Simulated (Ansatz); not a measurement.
# FeO (Wuestite) (R-3m) in Ansatz: further runs

Aim: see how the results for FeO (Wuestite) move with the level of theory and the settings. Levels: r2SCAN+rVV10, PBE+D3(BJ)+U. Tasks: density of states.

All numbers are computed with Ansatz 0.2.0; they aren't measurements. Logs are shortened: lines on timing, memory, paths and dates and some standing lists are left out, and cuts for length are marked.

## Step 1: The structure

The structure is trigonal, space group R-3m (No. 166). Conventional cell: a = 3.038 Å, b = 3.038 Å, c = 7.559 Å, α = 90.00°, β = 90.00°, γ = 120.00°. Fe (site symmetry -3m) has 6 O at 2.16 Å as nearest neighbours. Around O (site symmetry -3m) lie 6 Fe at 2.16 Å.

## Step 2: Density of states, r2SCAN+rVV10, collinear spin, ferromagnetic start

input.yaml reads:

```yaml
crystal:
  lattice:
    - [1.5188209023, 0.8768916568, 2.5195772846]
    - [-1.5188209023, 0.8768916568, 2.5195772846]
    - [0.0, -1.7537833136, 2.5195772846]
  atoms:
    - { symbol: Fe, position: [0.0, 0.0, 0.0], spin: 3.0 }
    - { symbol: O, position: [0.5, 0.5, 0.5] }
hamiltonian:
  xc: r2scan
  pseudopotentials: { kind: paw }
  dispersion: rvv10
magnetization:
  spin_polarized: true
kpoints:
  mp_grid: { grid: [11, 11, 11] }
scf:
  occupations: { method: gaussian, width: 0.15 }
  n_extra_bands: 6
output:
  forces: true
  stress: true
  eigenvalues: true
  dos: { projected: false, de: 0.05, nscf_kmesh: { grid: [17, 17, 17] } }
  write_density: true
  write_potential: true
  elf: true
  volumetric_format: npy
```

Potentials or basis: Ansatz PAW.

Started as:

```bash
ansatz run input.yaml --threads 1 --pin off --max-ram 2560MiB --backend cpu --events-out ev --progress --plain --runs-dir out
```

What it wrote:

```text
Warning: RAYON_NUM_THREADS=1 ignored (pool sized by the plan → 1); use --threads N
scf.n_extra_bands = 6 over 11 filled bands (N_el = 22.0): the run solves 17 bands
Engine: ansatz 0.2.0, aarch64-unknown-linux-gnu
Pseudopotentials: kind: paw
Pseudopotential: Fe, paw, valence charge 16, recommended cutoff 500 eV (meta_gga), Fe.paw.azcp
Pseudopotential: O, paw, valence charge 6, recommended cutoff 500 eV (meta_gga), O.paw.azcp
Functional definition: r2SCAN+rVV10
  parameter k0 = 0.174
  parameter k1 = 0.065
  parameter a1 = 4.9479
  exchange = r2scan_x(k0 = k0, k1 = k1, a1 = a1)
  correlation = r2scan_c + rvv10(11.95, 0.0093)
Crystal: 2 atoms, lattice volume = 20.134 Å³
Basis set: ecut = 500 eV, 531 PW (Γ), exchange–correlation on 108×108×108 points (64 copies of the dense FFT grid, shifted against one another)
Bands: 17, of which v1, the nominal top of the filled ones, is band 11 counted from 1 (10 counted from 0)
Symmetry: 12 space group operations
Space group: R-3m (ITA 166), of the structure as read, at distance tolerance 2.7e-5 Å
Magnetic group: BNS 166.97 (UNI 1327), of the structure as read, at distance tolerance 2.7e-5 Å
k-points: 146 of 1331
Non-local potential: Fe, projectors of the file, l = 0: 3, l = 1: 2, l = 2: 3, l = 3: 1
Non-local potential: O, projectors of the file, l = 0: 2, l = 1: 2, l = 2: 1
PAW form: soft (Blöchl's): semilocal exchange-correlation on the pseudo side does not see the compensation charge
rVV10 density: all electrons in the spheres
PAW frozen core: Fe, regenerated for the run's functional (the file was generated under x = pbe(κ = 0.804, μ = 0.2195149727645171), c = pbe(β = 0.06672455060314922))
PAW frozen core: O, regenerated for the run's functional (the file was generated under x = pbe(κ = 0.804, μ = 0.2195149727645171), c = pbe(β = 0.06672455060314922))
PAW one-centre angular grid: Fe, 590 points (default); XC on 160 Gauss nodes
PAW one-centre angular grid: O, 302 points (default); XC on 160 Gauss nodes
Initial density: superposition of atomic densities (chi_scale 0.1, normalization cell, long waves kept (reshape's long-wave potential 0.00 eV rms))
Starting moments: Σ|m| = 3 μB on 1 of 2 sites
Initial wavefunctions: pseudopotential atomic-orbital guess
Functional: x = r2scan, c = r2scan + rvv10(b = 11.95, C = 0.0093); τ floored in thin density (d = 2e-4 eV/Å³)
SCF iter   1: F=—  HF=-5052.198940 eV  |F-HF|=—  |Δ(HF+E_count)|=         —  Δρ=1.46e-1 (↑1.46e-1 ↓6.31e-2)  dr2=3.16e0  dr2_τ=1.68e-2  dr2_m=1.38e0  M=3.770 μB ∫|m|=3.770 μB  β_m=1.00  ethr=3.10e-3  ⟨swp⟩=4.0  Hψ=20431  notcnv=0
Mixer restart at iter 1: flushing history
preconditioner: auto → none  [metal: Δε(μ)=0.014 eV  Ē_g=13.820 eV  σ=0.150 eV  W_gap=0.05  n_scr=8 (ndim 8)  ℏωp=31.0 eV  f_vac=0.000  D(μ)=2.54/eV (n_scr^D=26)  sad-step TF]
SCF iter   2: F=—  HF=-5052.136756 eV  |F-HF|=—  |Δ(HF+E_count)|=   6.22e-2  Δρ=4.62e-2 (↑4.62e-2 ↓2.65e-2)  dr2=6.28e-1  dr2_τ=1.99e-2  dr2_m=7.76e-2  M=3.995 μB ∫|m|=4.002 μB  β_m=1.00  ethr=3.10e-3  ⟨swp⟩=3.1  Hψ=12740  notcnv=0  defer=172  κ⁻¹=1.0e0(r=1)
SCF iter   3: F=—  HF=-5052.598205 eV  |F-HF|=—  |Δ(HF+E_count)|=   4.61e-1  Δρ=1.57e-2 (↑1.49e-2 ↓1.57e-2)  dr2=7.37e-2  dr2_τ=3.11e-3  dr2_m=1.04e-2  M=4.001 μB ∫|m|=4.029 μB  β_m=1.00  ethr=2.86e-3  ⟨swp⟩=2.2  Hψ=8833  notcnv=0  defer=176  κ⁻¹=3.1e-2(r=2)
SCF iter   4: F=—  HF=-5052.996230 eV  |F-HF|=—  |Δ(HF+E_count)|=         —  Δρ=1.03e-2 (↑9.10e-3 ↓1.03e-2)  dr2=2.85e-2  dr2_τ=9.08e-4  dr2_m=4.22e-3  M=4.002 μB ∫|m|=4.040 μB  β_m=1.00  ethr=3.35e-4  ⟨swp⟩=2.0  Hψ=10617  notcnv=0  defer=176
Mixer restart at iter 4: flushing history
SCF iter   5: F=—  HF=-5053.031373 eV  |F-HF|=—  |Δ(HF+E_count)|=   3.51e-2  Δρ=5.13e-3 (↑4.65e-3 ↓5.13e-3)  dr2=4.57e-3  dr2_τ=3.02e-4  dr2_m=1.48e-4  M=4.002 μB ∫|m|=4.042 μB  β_m=1.00  ethr=1.29e-4  ⟨swp⟩=2.5  Hψ=7305  notcnv=0  defer=176  κ⁻¹=1.0e0(r=1)
SCF iter   6: F=—  HF=-5053.081411 eV  |F-HF|=—  |Δ(HF+E_count)|=   5.00e-2  Δρ=3.92e-3 (↑3.40e-3 ↓3.92e-3)  dr2=3.94e-3  dr2_τ=9.59e-5  dr2_m=1.03e-4  M=4.002 μB ∫|m|=4.043 μB  β_m=1.00  ethr=2.08e-5  ⟨swp⟩=2.0  Hψ=10736  notcnv=0  defer=176  κ⁻¹=1.7e-2(r=2)
SCF iter   7: F=—  HF=-5053.131562 eV  |F-HF|=—  |Δ(HF+E_count)|=   5.02e-2  Δρ=2.27e-3 (↑1.94e-3 ↓2.27e-3)  dr2=1.85e-3  dr2_τ=3.45e-5  dr2_m=3.19e-5  M=4.002 μB ∫|m|=4.042 μB  β_m=1.00  ethr=1.79e-5  ⟨swp⟩=2.0  Hψ=8763  notcnv=0  defer=192  κ⁻¹=6.8e-3(r=3)
SCF iter   8: F=—  HF=-5053.158762 eV  |F-HF|=—  |Δ(HF+E_count)|=   2.72e-2  Δρ=6.87e-4 (↑6.78e-4 ↓6.87e-4)  dr2=2.24e-4  dr2_τ=4.05e-6  dr2_m=7.36e-7  M=4.001 μB ∫|m|=4.041 μB  β_m=1.00  ethr=8.41e-6  ⟨swp⟩=2.0  Hψ=8423  notcnv=0  defer=197  κ⁻¹=7.4e-4(r=4)
SCF iter   9: F=—  HF=-5053.159188 eV  |F-HF|=—  |Δ(HF+E_count)|=   4.26e-4  Δρ=3.91e-4 (↑3.74e-4 ↓3.91e-4)  dr2=5.27e-5  dr2_τ=1.21e-6  dr2_m=1.98e-7  M=4.001 μB ∫|m|=4.041 μB  β_m=1.00  ethr=1.02e-6  ⟨swp⟩=2.5  Hψ=8668  notcnv=0  defer=197  κ⁻¹=5.0e-4(r=5)
SCF iter  10: F=—  HF=-5053.159184 eV  |F-HF|=—  |Δ(HF+E_count)|=   4.82e-6  Δρ=7.72e-5 (↑6.89e-5 ↓7.72e-5)  dr2=1.32e-6  dr2_τ=3.35e-8  dr2_m=1.23e-7  M=4.001 μB ∫|m|=4.040 μB  β_m=1.00  ethr=2.40e-7  ⟨swp⟩=2.0  Hψ=7475  notcnv=0  defer=197  κ⁻¹=2.0e-5(r=6)
[...]
SCF 1 converged in 28 iterations: F = -5053.159373 eV  dr2 = 6.79e-10
[...]
Initial wavefunctions: those read from a saved state, or passed on in memory by an earlier step or the calling program
iter 1 solved again at ethr=3.09e-12 eV; its pass at ethr=4.55e-6 eV (dr2=6.79e-10 eV) is discarded
SCF iter   1: F=—  HF=-5053.159373 eV  |F-HF|=—  |Δ(HF+E_count)|=         —  Δρ=1.74e-6 (↑1.37e-6 ↓1.74e-6)  dr2=6.79e-10  dr2_τ=3.21e-11  dr2_m=1.13e-10  M=4.001 μB ∫|m|=4.040 μB  ethr=3.09e-12  ⟨swp⟩=1.0  Hψ=72463  notcnv=0
preconditioner: auto → none  [metal: Δε(μ)=0.002 eV  Ē_g=14.643 eV  σ=0.150 eV  W_gap=0.01  n_scr=8 (ndim 8)  ℏωp=31.0 eV  f_vac=0.000  D(μ)=1.28/eV (n_scr^D=14)]
SCF iter   2: F=—  HF=-5053.163014 eV  |F-HF|=—  |Δ(HF+E_count)|=   3.64e-3  Δρ=1.03e-3 (↑1.03e-3 ↓7.17e-4)  dr2=8.40e-5  dr2_τ=1.31e-5  dr2_m=8.65e-5  M=4.001 μB ∫|m|=4.037 μB  ethr=4.55e-6  ⟨swp⟩=1.3  Hψ=64135  notcnv=0
SCF iter   3: F=—  HF=-5053.165067 eV  |F-HF|=—  |Δ(HF+E_count)|=   2.05e-3  Δρ=1.43e-4 (↑7.24e-5 ↓1.43e-4)  dr2=2.13e-6  dr2_τ=1.30e-7  dr2_m=9.72e-7  M=4.001 μB ∫|m|=4.033 μB  ethr=1.10e-6  ⟨swp⟩=1.0  Hψ=37636  notcnv=0
SCF iter   4: F=—  HF=-5053.165072 eV  |F-HF|=—  |Δ(HF+E_count)|=   4.61e-6  Δρ=1.78e-5 (↑1.78e-5 ↓1.32e-5)  dr2=5.44e-8  dr2_τ=2.19e-9  dr2_m=8.93e-9  M=4.001 μB ∫|m|=4.033 μB  ethr=4.55e-10  ⟨swp⟩=1.8  Hψ=38178  notcnv=0
SCF iter   5: F=-5053.165072 eV  HF=-5053.165072 eV  |F-HF|=1.93e-9  |Δ(HF+E_count)|=   2.41e-8  Δρ=2.70e-6 (↑1.93e-6 ↓2.70e-6)  dr2=2.21e-9  dr2_τ=2.08e-11  dr2_m=1.47e-10  M=4.001 μB ∫|m|=4.033 μB  ethr=4.55e-10  ⟨swp⟩=1.0  Hψ=31163  notcnv=0
SCF iter   6: F=-5053.165072 eV  HF=-5053.165072 eV  |F-HF|=1.94e-9  |Δ(HF+E_count)|=  2.18e-11  Δρ=2.72e-6 (↑1.92e-6 ↓2.72e-6)  dr2=2.21e-9  dr2_τ=2.24e-11  dr2_m=1.51e-10  M=4.001 μB ∫|m|=4.033 μB  ethr=1.01e-11  ⟨swp⟩=1.4  Hψ=37222  notcnv=0
SCF 2 converged in 6 iterations: F = -5053.165072 eV  dr2 = 2.21e-9
rVV10 density: all electrons in the spheres
iter 1 solved again at ethr=1.01e-11 eV; its pass at ethr=3.10e-3 eV (dr2=2.21e-9 eV) is discarded
SCF iter   1: F=-5053.165072 eV  HF=-5053.165072 eV  |F-HF|=1.93e-9  |Δ(HF+E_count)|=         —  Δρ=2.72e-6 (↑1.91e-6 ↓2.72e-6)  dr2=2.21e-9  dr2_τ=2.25e-11  dr2_m=1.51e-10  M=4.001 μB ∫|m|=4.033 μB  β_m=1.20  ethr=1.01e-11  ⟨swp⟩=1.0  Hψ=59444  notcnv=0
preconditioner: auto → none  [metal: Δε(μ)=0.003 eV  Ē_g=14.659 eV  σ=0.150 eV  W_gap=0.01  n_scr=8 (ndim 8)  ℏωp=31.0 eV  f_vac=0.000  D(μ)=1.07/eV (n_scr^D=14)]
SCF iter   2: F=-5053.165072 eV  HF=-5053.165072 eV  |F-HF|=2.36e-11  |Δ(HF+E_count)|=  4.90e-10  Δρ=1.14e-6 (↑7.44e-7 ↓1.14e-6)  dr2=2.46e-10  dr2_τ=1.40e-11  dr2_m=1.95e-11  M=4.001 μB ∫|m|=4.033 μB  ethr=1.01e-11  ⟨swp⟩=6.6  Hψ=57890  notcnv=0
SCF 3 converged in 2 iterations: F = -5053.165072 eV  dr2 = 2.46e-10
at 5 of the mixer's solves, all of them in the SCFs whose states led to this one, it left a direction of its history that read negative out of its fit and stepped the other way along it
NSCF: frozen V_eff on 1305 k-points
SCF converged after 2 iterations
Magnetization: 4.0013 μB (13.0007 up, 8.9993 down)
Absolute magnetization: 4.0332 μB (∫|ρ↑−ρ↓|, with the PAW one-centre terms)
Spin contamination: 0.0155 ħ² per cell (⟨S²⟩ above its minimum at these occupations)
Per-site moments (μB) at R_I (Å): [(3.5239559632163995, 0.8907348275319251), (0.28775564268458315, 0.8907348275319251)]
Free energy (F): -5053.165072 eV
Harris-Foulkes:  -5053.165072 eV  (|F-HF|=2.36e-11)
Internal energy: -5053.153079 eV  (E = F + TS)
E sigma→0 (E₀):  -5053.159076 eV
Entropy (-TS):   -0.011993 eV (-5.996 meV/atom)
Fermi energy:    14.792337 eV
--- Per-component energies (eV) ---
  E_band       = -295.002173
  E_kinetic    = 515.426605
  E_local      = -2609.891917  (includes V_loc(G=0)·N_el)
  E_nonlocal   = 282.627137
  E_hartree    = 1065.754862
  E_xc         = -181.905770
  E_vxc        = -267.179849  (∫ρ·V_xc dr)
  E_paw        = -1543.974172  (= ΣΔE_a)
  E_vpaw       = -365.548012  (= ΣTr[D̂ρ^β])
  E_aug_tail   = 0.001023  (compensation charges beyond the density's cutoff)
  E_vtau       = 18.053412  (kinetic-family band-sum trace: ∫τ·v_τ [+ j·A + Jᵃ·Aᵃ] dr)
  E_ewald      = -2580.869431
  E_core_change = -0.321416  (= ΣΔE_core)
  E_smearing   = -0.011993  (= −TS)
  E_closure    = 0.000000  (closes the sum)
  Σ components = -5053.165072   (vs F -5053.165072, Δ=0.00e0)
--- Forces (eV/Å), atoms counted from 1 ---
  atom   1  Fe     0.00000000     0.00000000     0.00000000
  atom   2  O      0.00000000     0.00000000    -0.00000000
  max |Σ_I F_I| component: 4.04e-30 eV/Å
--- Stress (GPa, compression-positive) ---
       -7.928144      -0.748244      -0.556757
       -0.748244      -7.064146      -0.321444
       -0.556608      -0.321358      -8.047435
  P = ⅓ Tr σ = -7.6799 GPa (-76.799 kbar)
--- Band table (eV; the first three rows and the last of 732) ---
  k-point 0 ↑: bands = ["-79.3854", "-44.2826", "-44.2730", "-43.6604", "-7.5036", "9.7517", "9.7799", "10.1163", "10.1260", "10.2174", "10.3179", "10.3203", "10.4752", "14.6696", "30.1687", "31.5209", "31.9154"]
  k-point 1 ↑: bands = ["-79.3850", "-44.2856", "-44.2740", "-43.6614", "-7.4245", "9.2266", "9.3003", "9.3832", "9.8245", "10.2835", "10.5519", "11.0792", "11.1330", "15.2462", "28.8167", "31.3510", "31.8082"]
  k-point 2 ↑: bands = ["-79.3839", "-44.2943", "-44.2760", "-43.6639", "-7.2052", "8.0849", "8.5339", "8.6128", "9.9741", "10.4178", "10.7286", "11.9484", "11.9770", "16.4534", "26.7833", "30.4116", "30.8112"]
  k-point 365 ↓: bands = ["-73.8521", "-38.6747", "-38.6678", "-38.5680", "-5.7695", "6.2490", "8.9348", "9.1673", "15.0670", "15.5271", "15.6752", "17.6577", "18.0275", "20.1399", "24.8328", "27.7939", "28.8983"]
```

It took 3.8 min on 1 thread of Arm Neoverse V2, shared host; peak memory 1.1 GiB.

Results:

| Property | Result |
| --- | --- |
| Free energy | -5053.1651 eV |
| Pressure | -7.7 GPa |
| Band gap on the k mesh | none (metal or under the smearing width) |
| Net moment | 4.00 μB per cell |
| Absolute moment | 4.03 μB per cell |
| Site moments | Fe +3.52; O +0.29 μB |
| Density of states at the Fermi level | 1.05 states/eV per cell |

Stress tensor (GPa, compression positive):
```
-7.93 -0.75 -0.56
-0.75 -7.06 -0.32
-0.56 -0.32 -8.05
```

Levels at points of the mesh, in eV from the Fermi level:
Spin up:
```csv
k point,band 11,band 12,band 13,band 14,band 15,band 16
"(0.00, 0.00, 0.00)",-4.47,-4.47,-4.32,-0.12,15.38,16.73
```
Spin down:
```
           k point  band 6  band 7  band 8  band 9  band 10  band 11  band 12  band 13
(0.00, 0.00, 0.00)   -3.93   -3.84   -3.81   -1.04    -0.56    -0.41     0.77     0.79
```

States per cell in windows of 1 eV (zero at the Fermi level; states under -8 eV left out):
| from (eV) | up | down |
| --- | --- | --- |
| -8.0 | 1.31 | 0.73 |
| -7.0 | 0.76 | 0.50 |
| -6.0 | 0.22 | 1.38 |
| -5.0 | 1.62 | 0.25 |
| -4.0 | 2.02 | 0.00 |
| -3.0 | 0.78 | 0.00 |
| -2.0 | 0.48 | 0.22 |
| -1.0 | 0.00 | 0.84 |
| 0.0 | 0.01 | 1.96 |
| 1.0 | 0.03 | 0.93 |
| 2.0 | 0.06 | 0.91 |
| 3.0 | 0.11 | 0.22 |
| 4.0 | 0.20 | 0.10 |
| 5.0 | 0.28 | 0.18 |
| 6.0 | 0.23 | 0.23 |
| 7.0 | 0.15 | 0.26 |

Caveat: the magnetic or orbital state may not be the lowest; a cell with one magnetic atom can't hold antiferromagnetic order, which such compounds often take; semilocal functionals often make such compounds metallic where correlation or magnetic order opens a gap, which also shifts bond lengths; pairwise dispersion overbinds metals, which lowers pressure and volume; the PAW data sets come from PBE, with cores solved anew for the run's functional, which leaves a small shift of forces and pressure.

## Step 3: Density of states, PBE+D3(BJ)+U, collinear spin, ferromagnetic start

input.yaml reads:

```yaml
crystal:
  lattice:
    - [1.5188209023, 0.8768916568, 2.5195772846]
    - [-1.5188209023, 0.8768916568, 2.5195772846]
    - [0.0, -1.7537833136, 2.5195772846]
  atoms:
    - { symbol: Fe, position: [0.0, 0.0, 0.0], spin: 3.0 }
    - { symbol: O, position: [0.5, 0.5, 0.5] }
hamiltonian:
  xc: pbe
  pseudopotentials: { kind: paw }
  dispersion: d3bj
  hubbard:
    sites: [{ species: Fe, l: d, u_eff: 3.0 }]
    projectors: ortho-atomic
magnetization:
  spin_polarized: true
kpoints:
  mp_grid: { grid: [11, 11, 11] }
scf:
  occupations: { method: tetrahedron }
  n_extra_bands: 6
output:
  forces: true
  stress: true
  dos: { projected: false, de: 0.05, nscf_kmesh: { grid: [17, 17, 17] } }
```

Potentials or basis: Ansatz PAW.

Started as:

```bash
ansatz run input.yaml --threads 1 --pin off --max-ram 2560MiB --backend cpu --events-out ev --progress --plain --runs-dir out
```

Wall time 82 s (1 thread of Arm Neoverse V2, shared host); peak memory 0.49 GiB.

The run converged. Its results:

| Item | Value |
| --- | --- |
| Free energy | -5046.4824 eV |
| Pressure | 6.0 GPa |
| Band gap on the k mesh | 0.73 eV, indirect (least direct gap 2.19 eV) |
| Net moment | 4.00 μB per cell |
| Absolute moment | 4.01 μB per cell |
| Site moments | Fe +3.47; O +0.23 μB |

Stress tensor (GPa, compression positive):
```
9.01 0.00 0.00
0.00 9.01 0.00
0.00 0.00 0.13
```

Levels at points of the mesh, in eV from the valence-band top:
Spin up:
```
           k point  band 10  band 11  band 12  band 13  band 14  band 15  band 16  band 17
(0.00, 0.00, 0.00)    -3.72    -2.93    -2.80    -2.80     0.73    15.77    17.58    17.58
```
Spin down:
```
           k point  band 7  band 8  band 9  band 10  band 11  band 12
(0.00, 0.00, 0.00)   -2.39   -2.39   -1.56     1.26     1.26     1.64
```

States per cell in windows of 1 eV (zero at the valence-band top; states under -8 eV left out):
```tsv
from (eV)	up	down
-8.0	0.62	0.02
-7.0	1.60	0.42
-6.0	0.70	0.58
-5.0	1.17	0.87
-4.0	1.26	1.04
-3.0	1.31	0.07
-2.0	0.75	0.14
-1.0	0.55	0.86
0.0	0.00	0.00
1.0	0.01	0.74
2.0	0.03	1.45
3.0	0.06	1.41
4.0	0.13	0.49
5.0	0.22	0.14
6.0	0.30	0.20
7.0	0.22	0.28
```

Eigenvalues of the final occupation matrices:
| site | spin | trace | eigenvalues |
| --- | --- | --- | --- |
| site 1 | 1 | 4.99 | 1.00 1.00 1.00 1.00 1.00 |
| site 1 | 2 | 1.34 | 0.06 0.06 0.13 0.13 0.95 |

Caveat: the magnetic or orbital state may not be the lowest; odd divisions of the mesh miss points on the zone boundary, where band edges often lie, so the gap on the mesh can be too wide; the pressure holds a Pulay correction of +0.7 GPa for the finite cutoff; a cell with one magnetic atom can't hold antiferromagnetic order, which such compounds often take; with tetrahedron occupations forces and stress needn't match the slope of the energy.
